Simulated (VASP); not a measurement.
# Ca in VASP: reference runs

How does Ca come out in PBE? The cell is run as given.

Program: VASP 6.6.1. These are calculated values, not measurements. Logs are shortened: lines on timing, memory, paths and dates and some standing lists are left out, and cuts for length are marked.

**1. The cell of the first run**

The cell holds a slab with vacuum, 4 atoms: a = 3.814 Å, b = 3.814 Å, c = 24.337 Å, α = 90.00°, β = 90.00°, γ = 70.64°.

The slab is cut from a database's or a generator's crystal, which needn't be the stable form of the element.

**2. Single point, PBE (the (1 0 1) slab of Ca, cut from the database cell, not relaxed)**

File INCAR:

```
PREC     = Accurate       # precision mode
ENCUT    = 520            # plane-wave cutoff, eV
EDIFF    = 1E-7           # SCF threshold, eV
ISMEAR   = -1             # smearing method
SIGMA    = 0.05           # smearing width, eV
LREAL    = False          # projectors in reciprocal space
LASPH    = True           # aspherical terms in the spheres
NELM     = 80             # most SCF steps
ALGO     = Normal         # electronic algorithm
ISIF     = 2              # what is computed and relaxed
LWAVE    = False          # write WAVECAR
LCHARG   = False          # write CHGCAR
LDIPOL   = True         
IDIPOL   = 3            
DIPOL    = 0.5 0.5 0.500
GGA      = PE             # functional
NBANDS   = 28             # bands
```

File KPOINTS:

```
Automatic mesh
0
Gamma
  7 7 1
```

File POSCAR:

```
Ca
1.0
    3.8142859872      0.0000000000      0.0000000000
    1.2644359324      3.5986079760      0.0000000000
    0.0000000000      0.0000000000     24.3365493090
Ca
4
Direct
    0.2530979531      0.2530979531      0.3081784482
    0.7551632552      0.7551632552      0.4360594827
    0.2572285573      0.2572285573      0.5639405173
    0.7592938594      0.7592938594      0.6918215518
```

Potentials or basis: VASP PAW PBE potentials, release 64 (Ca_sv).

Started as:

```
cat potpaw_PBE.64/Ca_sv/POTCAR > POTCAR
mpirun -np 1 vasp_std > vasp.out
```

OUTCAR:

```text
PREC = Accurate
   ENCUT = 520
   EDIFF = 1E-7
   ISMEAR = -1
   LREAL = False
   LASPH = True
   NELM = 80
   ISIF = 2
   GGA = PE

 ion  position               nearest neighbor table
   1  0.253  0.253  0.308-
   2  0.755  0.755  0.436-
   3  0.257  0.257  0.564-
   4  0.759  0.759  0.692-

  LATTYP: Found a base centered orthorhombic cell.
 ALAT       =     4.4104098071
 B/A-ratio  =     1.4113018015
 C/A-ratio  =     5.5179791387

  Lattice vectors:

 A1 = (  -1.2644359324,  -3.5986079760,   0.0000000000)
 A2 = (   3.8142859872,   0.0000000000,   0.0000000000)
 A3 = (   0.0000000000,   0.0000000000,  24.3365493090)

Analysis of symmetry for initial positions (statically):
=====================================================================
 Subroutine PRICEL returns:
 Original cell was already a primitive cell.

 Routine SETGRP: Setting up the symmetry group for a
 base centered orthorhombic supercell.

 Subroutine GETGRP returns: Found  4 space group operations
 (whereof  2 operations were pure point group operations)
 out of a pool of  8 trial point group operations.

The static configuration has the point symmetry C_1h.
 The point group associated with its full space group is C_2h.

Analysis of symmetry for dynamics (positions and initial velocities):
=====================================================================
 Subroutine PRICEL returns:
 Original cell was already a primitive cell.

 Routine SETGRP: Setting up the symmetry group for a
 base centered orthorhombic supercell.

 Subroutine GETGRP returns: Found  4 space group operations
 (whereof  2 operations were pure point group operations)
 out of a pool of  8 trial point group operations.

The dynamic configuration has the point symmetry C_1h.
 The point group associated with its full space group is C_2h.

 Subroutine INISYM returns: Found  4 space group operations
 (whereof  2 operations are pure point group operations),
 and found     1 'primitive' translations

----------------------------------------------------------------------------------------

                                     Primitive cell

  volume of cell :     334.0464

  direct lattice vectors                    reciprocal lattice vectors
     3.814285987  0.000000000  0.000000000     0.262172266 -0.092118963  0.000000000
     1.264435932  3.598607976  0.000000000     0.000000000  0.277885229  0.000000000
     0.000000000  0.000000000 24.336549309     0.000000000  0.000000000  0.041090460

  length of vectors
     3.814285987  3.814285987 24.336549309     0.277885229  0.277885229  0.041090460

  position of ions in fractional coordinates (direct lattice)
     0.253097953  0.253097953  0.308178448
     0.755163255  0.755163255  0.436059483
     0.257228557  0.257228557  0.563940517
     0.759293859  0.759293859  0.691821552

  ion indices of the primitive-cell ions
   primitive index   ion index
                 1           1
                 2           2
                 3           3
                 4           4

----------------------------------------------------------------------------------------

 KPOINTS: Automatic mesh

Automatic generation of k-mesh.
 Grid dimensions read from file:
 generate k-points for:    7    7    1

 Generating k-lattice:

  Cartesian coordinates                     Fractional coordinates (reciprocal lattice)
     0.037453181 -0.013159852  0.000000000     0.142857143  0.000000000  0.000000000
     0.000000000  0.039697890  0.000000000     0.000000000  0.142857143  0.000000000
     0.000000000  0.000000000  0.041090460     0.000000000  0.000000000  1.000000000

  Length of vectors
     0.039697890  0.039697890  0.041090460

  Shift w.r.t. Gamma in fractional coordinates (k-lattice)
     0.000000000  0.000000000  0.000000000

 Subroutine IBZKPT returns following result:
 ===========================================

 Found     16 irreducible k-points:

 Following reciprocal coordinates:
            Coordinates               Weight
  0.000000  0.000000  0.000000      1.000000
  0.142857  0.000000  0.000000      4.000000
  0.285714 -0.000000  0.000000      4.000000
  0.428571 -0.000000  0.000000      4.000000
  0.142857  0.142857  0.000000      2.000000
  0.285714  0.142857  0.000000      4.000000
[... 8 lines left out ...]
  0.428571  0.428571  0.000000      2.000000
 -0.428571  0.428571  0.000000      2.000000
   k-points           NKPTS =     16   k-points in BZ     NKDIM =     16   number of bands    NBANDS=     28
   number of dos      NEDOS =    301   number of ions     NIONS =      4
   total plane-waves  NPLWV = 150528
   dimension x,y,z NGX =    28 NGY =   28 NGZ =  192
   dimension x,y,z NGXF=    56 NGYF=   56 NGZF=  384
   ions per type =               4
   NGX,Y,Z   is equivalent  to a cutoff of  12.20, 12.20, 13.12 a.u.
   NGXF,Y,Z  is equivalent  to a cutoff of  24.41, 24.41, 26.23 a.u.
 SYSTEM =  unknown system
   PREC   = accura    normal or accurate (medium, high low for compatibility)
   ISTART =      0    job   : 0-new  1-cont  2-samecut
   ICHARG =      2    charge: 1-file 2-atom 10-const
   ISPIN  =      1    spin polarized calculation?
   LNONCOLLINEAR =      F non collinear calculations
   LSORBIT =      F    spin-orbit coupling
   LASPH  =      T    aspherical Exc in radial PAW
   ENCUT  =  520.0 eV  38.22 Ry    6.18 a.u.   7.09  7.09 45.25*2*pi/ulx,y,z
   NELM   =     80;   NELMIN=  2; NELMDL= -5     # of ELM steps
   EDIFF  = 0.1E-06   stopping-criterion for ELM
   LREAL  =      F    real-space projection
   EDIFFG = 0.1E-05   stopping-criterion for IOM
   NSW    =      0    number of steps for IOM
   IBRION =     -1    ionic relax: 0-MD 1-quasi-New 2-CG
   NFREE  =      0    steps in history (QN), initial steepest desc. (CG)
   ISIF   =      2    stress and relaxation
   ISYM   =      2    0-nonsym 1-usesym 2-fastsym
   POTIM  = 0.5000    time-step for ionic-motion
   TEBEG  =    0.0;   TEEND  =   0.0 temperature during run
   PSTRESS=    0.0 pullay stress
   NELECT =      40.0000    total number of electrons
   NUPDOWN=      -1.0000    fix difference up-down
   EMIN   =  10.00;   EMAX   =-10.00  energy-range for DOS
   EFERMI =   0.00;   METHOD = LEGACY
   ISMEAR =    -1;   SIGMA  =   0.05  broadening in eV -4-tet -1-fermi 0-gaus
   EFERMI_NEDOS =   21; number of points for ismear=-14 and -15
   IALGO  =     38    algorithm
   IMIX   =      4    mixing-type and parameters
     AMIX     =   0.40;   BMIX     =  1.00
     AMIX_MAG =   1.60;   BMIX_MAG =  1.00
  volume/ion in A,a.u.               =      83.51       563.56
  Fermi-wavevector in a.u.,A,eV,Ry     =   0.806911  1.524842  8.858837  0.651106
  Thomas-Fermi vector in A             =   1.915432
   LORBIT       =      0    0 simple, 1 ext, 2 COOP (PROOUT), +10 PAW based schemes
   GGA     = PE    functional components
   LHFCALC =     F    Hartree Fock is set to
   AEXX    =    0.0000 exact exchange contribution
   IVDW    =     0    specifies the selected vdW correction
   LEPSILON=     F    determine dielectric tensor
   LRPA    =     F    only Hartree local field effects (RPA)
 non-spin polarized calculation
  energy-cutoff  :      520.00
  volume of cell :      334.05
 maximum number of plane-waves:      9042
   NGX = 15   NGY = 15   NGZ = 91

 number of electron      39.9999997 magnetization

 dipolmoment           0.000000      0.000000     -0.000002 electrons x Angstroem

 Free energy of the ion-electron system (eV)
  ---------------------------------------------------
  ext. energy  EPLUGINS =         0.00000000
  ---------------------------------------------------
  free energy    TOTEN  =        -6.88134110 eV

  energy without entropy =       -6.81914283  energy(sigma->0) =       -6.85024196

 E-fermi :  -0.2649     XC(G=0):  -4.6298

 val. band max:       -0.2812191597   @ k =   0.4286   0.1429   0.0000
 cond. band min:      -0.2581654548   @ k =  -0.4286   0.4286   0.0000
 fundamental gap:      0.0230537049
 Fermi energy:        -0.2648634205

 k-point     1 :       0.0000    0.0000    0.0000
  band No.  band energies     occupation
      1     -42.8054      2.00000
      2     -42.8054      2.00000
      3     -42.3671      2.00000
      4     -42.3600      2.00000
      5     -23.8432      2.00000
      6     -23.8429      2.00000
[... 20 lines left out ...]
     27       1.4496      0.00000
     28       1.8211      0.00000

 k-point     2 :       0.1429    0.0000    0.0000
  band No.  band energies     occupation
      1     -42.8041      2.00000
      2     -42.8041      2.00000
      3     -42.3654      2.00000
      4     -42.3591      2.00000
      5     -23.8409      2.00000
      6     -23.8408      2.00000
[... 20 lines left out ...]
     27       1.3390      0.00000
     28       1.6904      0.00000

 k-point     3 :       0.2857   -0.0000    0.0000
  band No.  band energies     occupation
      1     -42.8012      2.00000
      2     -42.8012      2.00000
      3     -42.3615      2.00000
      4     -42.3571      2.00000
      5     -23.8360      2.00000
      6     -23.8360      2.00000
[... 20 lines left out ...]
     27       1.1732      0.00000
     28       1.3239      0.00000

 k-point     4 :       0.4286   -0.0000    0.0000
  band No.  band energies     occupation
      1     -42.7988      2.00000
      2     -42.7988      2.00000
      3     -42.3577      2.00000
      4     -42.3561      2.00000
      5     -23.8322      2.00000
      6     -23.8321      2.00000
[... 20 lines left out ...]
     27       0.9627      0.00000
     28       1.0444      0.00000

 k-point     5 :       0.1429    0.1429    0.0000
  band No.  band energies     occupation
      1     -42.8031      2.00000
      2     -42.8031      2.00000
      3     -42.3646      2.00000
      4     -42.3578      2.00000
      5     -23.8396      2.00000
      6     -23.8394      2.00000
[... 20 lines left out ...]
     27       1.6402      0.00000
     28       1.7333      0.00000

 k-point     6 :       0.2857    0.1429    0.0000
  band No.  band energies     occupation
      1     -42.8004      2.00000
      2     -42.8003      2.00000
      3     -42.3613      2.00000
      4     -42.3556      2.00000
      5     -23.8352      2.00000
      6     -23.8351      2.00000
[... 215 lines left out ...]
      5     -23.8272      2.00000
      6     -23.8271      2.00000
[... 20 lines left out ...]
     27       0.9692      0.00000
     28       1.1656      0.00000

 k-point    14 :      -0.2857    0.2857    0.0000
  band No.  band energies     occupation
      1     -42.7972      2.00000
      2     -42.7972      2.00000
      3     -42.3555      2.00000
      4     -42.3550      2.00000
      5     -23.8296      2.00000
      6     -23.8295      2.00000
[... 20 lines left out ...]
     27       1.0483      0.00000
     28       1.1687      0.00000

 k-point    15 :       0.4286    0.4286    0.0000
  band No.  band energies     occupation
      1     -42.7938      2.00000
      2     -42.7938      2.00000
      3     -42.3545      2.00000
      4     -42.3491      2.00000
      5     -23.8253      2.00000
      6     -23.8252      2.00000
[... 20 lines left out ...]
     27       1.4849      0.00000
     28       1.9218      0.00000

 k-point    16 :      -0.4286    0.4286    0.0000
  band No.  band energies     occupation
      1     -42.7937      2.00000
      2     -42.7936      2.00000
      3     -42.3540      2.00000
      4     -42.3493      2.00000
      5     -23.8248      2.00000
      6     -23.8248      2.00000
[... 20 lines left out ...]
     27       1.0420      0.00000
     28       1.4627      0.00000

------------------------ aborting loop because EDIFF is reached ----------------------------------------

 vacuum level on the upper side and lower side of the slab       (xc-potential included)        -0.264        -0.268

  FORCE on cell =-STRESS in cart. coord.  units (eV):
  Direction    XX          YY          ZZ          XY          YZ          ZX
  --------------------------------------------------------------------------------------
  -------------------------------------------------------------------------------------
  Total       -0.1515337     -0.3650660     -0.9435811      0.3038583     -0.0008828     -0.0012460
  in kB       -0.7267970     -1.7509556     -4.5256715      1.4573870     -0.0042344     -0.0059759
  external PRESSURE =      -2.3344747 kB  Pullay stress =       0.0000000 kB

 VOLUME and BASIS-vectors are now :
 -----------------------------------------------------------------------------
  energy-cutoff  :      520.00
  volume of cell :      334.05
      direct lattice vectors                 reciprocal lattice vectors
     3.814285987  0.000000000  0.000000000     0.262172266 -0.092118963  0.000000000
     1.264435932  3.598607976  0.000000000     0.000000000  0.277885229  0.000000000
     0.000000000  0.000000000 24.336549309     0.000000000  0.000000000  0.041090460

 POSITION                                       TOTAL-FORCE (eV/Angst)
 -----------------------------------------------------------------------------------
      1.28541      0.91080      7.50000         0.000031      0.000022      0.132322
      3.83526      2.71754     10.61218        -0.000078     -0.000055     -0.102919
      1.30639      0.92566     13.72437         0.000078      0.000055      0.102919
      3.85624      2.73240     16.83655        -0.000031     -0.000022     -0.132322
 -----------------------------------------------------------------------------------
    total drift:                               -0.000011     -0.000007     -0.000081

  FREE ENERGIE OF THE ION-ELECTRON SYSTEM (eV)
  ---------------------------------------------------
  free  energy   TOTEN  =        -6.8813410983 eV

  energy  without entropy=       -6.8191428300  energy(sigma->0) =       -6.85024196

 vacuum level on the upper side and lower side of the slab         2.342         2.341
```

Run time: 3.9 min. Hardware: 1 thread of Intel Xeon Platinum 8259CL at 2.50GHz (Skylake/Cascade Lake), shared host; peak memory 0.43 GiB.

What came out:

```
Free energy            : -6.8813 eV
Largest force          : 0.132 eV/Å
Band gap on the k mesh : none (metal or under the smearing width)
```

Forces in eV/Å, atoms in the order of the input:
```
Ca   0.000  0.000  0.132
Ca   0.000  0.000 -0.103
Ca   0.000  0.000  0.103
Ca   0.000  0.000 -0.132
```
